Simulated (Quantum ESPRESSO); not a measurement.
# Sn (Im-3m) in Quantum ESPRESSO: notebook, part 2 of 2

Quantum ESPRESSO 7.5. Earlier steps stand in the parts before.

## (3) Energy-loss spectrum, PBE (volume scaled by 1.08)

The input, pw.in:

```
&CONTROL
  calculation = 'scf'
  prefix = 'pwscf'
  outdir = './tmp'
  pseudo_dir = './pseudo'
  tprnfor = .true.
  tstress = .true.
  disk_io = 'low'
  verbosity = 'high'
/
&SYSTEM
  ibrav = 0
  celldm(1) = 8
  nat = 1
  ntyp = 1
  ecutwfc = 70
  nbnd = 13
  occupations = 'smearing'
  smearing = 'gaussian'
  degauss = 0.00999582
/
&ELECTRONS
  conv_thr = 2d-10
  electron_maxstep = 120
  mixing_beta = 0.5
  diagonalization = 'cg'
  startingwfc = 'random'
/
ATOMIC_SPECIES
Sn   118.7100 Sn_ONCV_PBE-1.2.upf
CELL_PARAMETERS alat
 -0.4591763833667   0.4591763833667   0.4591763833667
  0.4591763833667  -0.4591763833667   0.4591763833667
  0.4591763833667   0.4591763833667  -0.4591763833667
ATOMIC_POSITIONS crystal
Sn     0.0000000000    0.0000000000    0.0000000000
K_POINTS automatic
8 8 8 0 0 0
```

The input, scf2.in:

```
&CONTROL
  calculation = 'scf'
  prefix = 'pwscf'
  outdir = './tmp'
  pseudo_dir = './pseudo'
  tprnfor = .true.
  tstress = .true.
  disk_io = 'low'
  verbosity = 'high'
/
&SYSTEM
  ibrav = 0
  celldm(1) = 8
  nat = 1
  ntyp = 1
  ecutwfc = 70
  nbnd = 13
  occupations = 'smearing'
  smearing = 'gaussian'
  degauss = 0.00999582
/
&ELECTRONS
  conv_thr = 1d-11
  electron_maxstep = 120
  mixing_beta = 0.5
  diagonalization = 'cg'
  startingwfc = 'file'
  startingpot = 'file'
/
ATOMIC_SPECIES
Sn   118.7100 Sn_ONCV_PBE-1.2.upf
CELL_PARAMETERS alat
 -0.4591763833667   0.4591763833667   0.4591763833667
  0.4591763833667  -0.4591763833667   0.4591763833667
  0.4591763833667   0.4591763833667  -0.4591763833667
ATOMIC_POSITIONS crystal
Sn     0.0000000000    0.0000000000    0.0000000000
K_POINTS automatic
8 8 8 0 0 0
```

The input, eels.in:

```
&LR_INPUT
  prefix = 'pwscf'
  outdir = './tmp'
  restart_step = 5000
  restart = .false.
/
&LR_CONTROL
  calculator = 'lanczos'
  approximation = 'TDDFT'
  q1 = 0.5717122525
  q2 = 0.5717122525
  q3 = 0
  itermax = 400
/
```

The input, spectrum.in:

```
&LR_INPUT
  prefix = 'pwscf'
  outdir = './tmp'
  eels = .true.
  itermax0 = 400
  itermax = 20000
  extrapolation = 'osc'
  epsil = 0.02
  units = 1
  start = 0
  end = 40
  increment = 0.2
/
```

The input, spectrum_short.in:

```
&LR_INPUT
  prefix = 'pwscf'
  outdir = './tmp'
  eels = .true.
  itermax0 = 266
  itermax = 20000
  extrapolation = 'osc'
  epsil = 0.02
  units = 1
  start = 0
  end = 40
  increment = 0.2
/
```

Potentials or basis: SG15 PBE 1.2.

The run is started by

```bash
$ OMP_NUM_THREADS=1 pw.x -in pw.in > pw.out
$ OMP_NUM_THREADS=1 pw.x -in scf2.in > scf2.out
$ OMP_NUM_THREADS=1 turbo_eels.x -in eels.in > eels.out
$ OMP_NUM_THREADS=1 turbo_spectrum.x -in spectrum.in > spectrum.out
$ OMP_NUM_THREADS=1 turbo_spectrum.x -in spectrum_short.in > spectrum_short.out
```

pw.out:

```text
This program is part of the open-source Quantum ESPRESSO suite
     for quantum simulation of materials; please cite
[... 9 lines left out ...]
     --------------------
     sticks:   dense  smooth     PW     G-vecs:    dense   smooth      PW
     Sum         841     841    291                15683    15683    3151

     Using Slab Decomposition

     bravais-lattice index     =            0
     lattice parameter (alat)  =       8.0000  a.u.
     unit-cell volume          =     198.2753 (a.u.)^3
     number of atoms/cell      =            1
     number of atomic types    =            1
     number of electrons       =        14.00
     number of Kohn-Sham states=           13
     kinetic-energy cutoff     =      70.0000  Ry
     charge density cutoff     =     280.0000  Ry
     scf convergence threshold =      2.0E-10
     mixing beta               =       0.5000
     number of iterations used =            8  plain     mixing
     Exchange-correlation= PBE
                           (   1   4   3   4   0   0   0)

     celldm(1)=   8.000000  celldm(2)=   0.000000  celldm(3)=   0.000000
     celldm(4)=   0.000000  celldm(5)=   0.000000  celldm(6)=   0.000000

     crystal axes: (cart. coord. in units of alat)
               a(1) = (  -0.459176   0.459176   0.459176 )
               a(2) = (   0.459176  -0.459176   0.459176 )
               a(3) = (   0.459176   0.459176  -0.459176 )

     reciprocal axes: (cart. coord. in units 2 pi/alat)
               b(1) = ( -0.000000  1.088906  1.088906 )
               b(2) = (  1.088906 -0.000000  1.088906 )
               b(3) = (  1.088906  1.088906  0.000000 )

     PseudoPot. # 1 for Sn read from file:
     Sn_ONCV_PBE-1.2.upf
[... 835 lines left out ...]
     occupation numbers
     1.0000   1.0000   1.0000   1.0000   1.0000   1.0000   1.0000   0.0000
     0.0000   0.0000   0.0000   0.0000   0.0000

          k = 0.1361-0.1361 0.5445 (  1965 PWs)   bands (ev):

    -9.9431  -9.9162  -9.8801  -9.8728  -9.8360   3.8573  11.3904  12.9023
    16.1789  19.1875  21.3491  25.2484  25.5155

     occupation numbers
     1.0000   1.0000   1.0000   1.0000   1.0000   1.0000   0.9017   0.0000
     0.0000   0.0000   0.0000   0.0000   0.0000
[... 96 lines left out ...]
     occupation numbers
     1.0000   1.0000   1.0000   1.0000   1.0000   1.0000   0.9995   0.9995
     0.9995   0.0000   0.0000   0.0000   0.0000

     the Fermi energy is    11.5146 ev

!    total energy              =    -120.64266205 Ry
     estimated scf accuracy    <          6.3E-11 Ry
     smearing contrib. (-TS)   =      -0.00056653 Ry
     internal energy E=F+TS    =    -120.64209552 Ry

     The total energy is F=E-TS. E is the sum of the following terms:
     one-electron contribution =     -31.66971367 Ry
     hartree contribution      =      22.79264352 Ry
     xc contribution           =     -14.67682272 Ry
     ewald contribution        =     -97.08820264 Ry

     convergence has been achieved in   8 iterations

     Forces acting on atoms (cartesian axes, Ry/au):

     atom    1 type  1   force =     0.00000000    0.00000000    0.00000000
     The non-local contrib.  to forces
     atom    1 type  1   force =     0.00000000   -0.00000000    0.00000000
     The ionic contribution  to forces
     atom    1 type  1   force =    -0.00000000   -0.00000000   -0.00000000
     The local contribution  to forces
     atom    1 type  1   force =     0.00000000    0.00000000    0.00000000
     The core correction contribution to forces
     atom    1 type  1   force =     0.00000000    0.00000000    0.00000000
     The Hubbard contrib.    to forces
     atom    1 type  1   force =     0.00000000    0.00000000    0.00000000
     The SCF correction term to forces
     atom    1 type  1   force =     0.00000000    0.00000000   -0.00000000

     Total force =     0.000000     Total SCF correction =     0.000000

     Computing stress (Cartesian axis) and pressure

          total   stress  (Ry/bohr**3)                   (kbar)     P=      -18.08
  -0.00012289   0.00000000   0.00000000          -18.08        0.00        0.00
   0.00000000  -0.00012289   0.00000000            0.00      -18.08        0.00
   0.00000000   0.00000000  -0.00012289            0.00        0.00      -18.08

     kinetic stress (kbar)  31111.59     -0.00     -0.00
                               -0.00  31111.59     -0.00
                               -0.00     -0.00  31111.59

     local   stress (kbar)   2181.92      0.00      0.00
                                0.00   2181.92      0.00
                                0.00      0.00   2181.92

     nonloc. stress (kbar) -11515.15      0.00      0.00
                                0.00 -11515.15      0.00
                                0.00      0.00 -11515.15

     hartree stress (kbar)   5636.80     -0.00     -0.00
                               -0.00   5636.80     -0.00
                               -0.00     -0.00   5636.80

     exc-cor stress (kbar)  -3422.57      0.00     -0.00
                                0.00  -3422.57     -0.00
                               -0.00     -0.00  -3422.57

     corecor stress (kbar)      0.00      0.00      0.00
                                0.00      0.00      0.00
                                0.00      0.00      0.00

     ewald   stress (kbar) -24010.67     -0.00     -0.00
                               -0.00 -24010.67     -0.00
                               -0.00     -0.00 -24010.67

     hubbard stress (kbar)      0.00      0.00      0.00
                                0.00      0.00      0.00
                                0.00      0.00      0.00

     DFT-D   stress (kbar)      0.00      0.00      0.00
                                0.00      0.00      0.00
                                0.00      0.00      0.00

     XDM     stress (kbar)      0.00      0.00      0.00
                                0.00      0.00      0.00
                                0.00      0.00      0.00

     dft-nl  stress (kbar)      0.00      0.00      0.00
                                0.00      0.00      0.00
                                0.00      0.00      0.00

     TS-vdW  stress (kbar)      0.00      0.00      0.00
                                0.00      0.00      0.00
                                0.00      0.00      0.00

     MDB     stress (kbar)      0.00      0.00      0.00
                                0.00      0.00      0.00
                                0.00      0.00      0.00

     3D-RISM stress (kbar)      0.00      0.00      0.00
                                0.00      0.00      0.00
                                0.00      0.00      0.00

=------------------------------------------------------------------------------=
   JOB DONE.
=------------------------------------------------------------------------------=
```

scf2.out:

```text
This program is part of the open-source Quantum ESPRESSO suite
     for quantum simulation of materials; please cite
[... 9 lines left out ...]
     --------------------
[... 982 lines left out ...]
                                0.00      0.00      0.00

     MDB     stress (kbar)      0.00      0.00      0.00
                                0.00      0.00      0.00
                                0.00      0.00      0.00

     3D-RISM stress (kbar)      0.00      0.00      0.00
                                0.00      0.00      0.00
                                0.00      0.00      0.00

=------------------------------------------------------------------------------=
   JOB DONE.
=------------------------------------------------------------------------------=
```

It took 17 min on 1 thread of Arm Neoverse V1, shared host; peak memory 0.73 GiB.

Results:

- Free energy: -1641.4270 eV
- Pressure: -1.8 GPa
- Band gap on the k mesh: none (metal or under the smearing width)
- Peak of the energy-loss function: 18.8 eV

Energy-loss function at q = [0.84853, 0.84853, 0.0] (Å⁻¹, cartesian):
| energy (eV) | loss |
| --- | --- |
| 0.0 | 0.000 |
| 1.8 | 0.007 |
| 3.4 | 0.072 |
| 5.2 | 0.128 |
| 7.0 | 0.179 |
| 8.6 | 0.258 |
| 10.4 | 0.415 |
| 12.2 | 0.570 |
| 13.8 | 0.587 |
| 15.6 | 0.637 |
| 17.4 | 0.900 |
| 19.0 | 1.059 |
| 20.8 | 0.762 |
| 22.4 | 0.537 |
| 24.2 | 0.410 |
| 26.0 | 0.317 |
| 27.6 | 0.229 |
| 29.4 | 0.155 |
| 31.2 | 0.124 |
| 32.8 | 0.123 |
| 34.6 | 0.143 |
| 36.4 | 0.167 |
| 38.0 | 0.169 |
| 39.8 | 0.149 |

Caveat: the Lanczos chain is short for so many electrons, so humps in the spectrum may be artefacts.
